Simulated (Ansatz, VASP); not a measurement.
# HfN: VASP beside Ansatz

```
CELL_PARAMETERS angstrom
0.00000 2.45482 2.45482
2.45482 0.00000 2.45482
2.45482 2.45482 0.00000
ATOMIC_POSITIONS crystal
Hf 0.00000 0.00000 0.00000
N 0.75000 0.75000 0.75000
```

The cell comes from a database or a generator and needn't be the stable form of this composition.

Alike in both runs: task single point; functional PBEsol; k mesh 16 × 16 × 16; occupations gaussian, width 0.15 eV; no spin polarisation.

```csv
,VASP,Ansatz
version,VASP 6.6.1,Ansatz 0.2.0
potentials or method,"VASP PAW PBE potentials, release 64 (Hf_pv, N)","scalar-relativistic, plane waves, PAW"
plane-wave cutoff (eV),520,420
valence electrons in the cell,15,31
```

|  | VASP | Ansatz | Ansatz less VASP |
| --- | --- | --- | --- |
| gap on the k mesh at the Fermi level (eV) | none | none | - |
| pressure (GPa) | -5.9 | -5.0 | +0.90 |

A gap of «none» marks a metal or a gap that the smearing closes. The two sets of potentials don't hold the same shells in valence.

Caveats: the PAW data sets were made with another functional, which shifts forces and pressure a little (VASP). Spin-orbit coupling is left out, which matters for the levels of Hf.
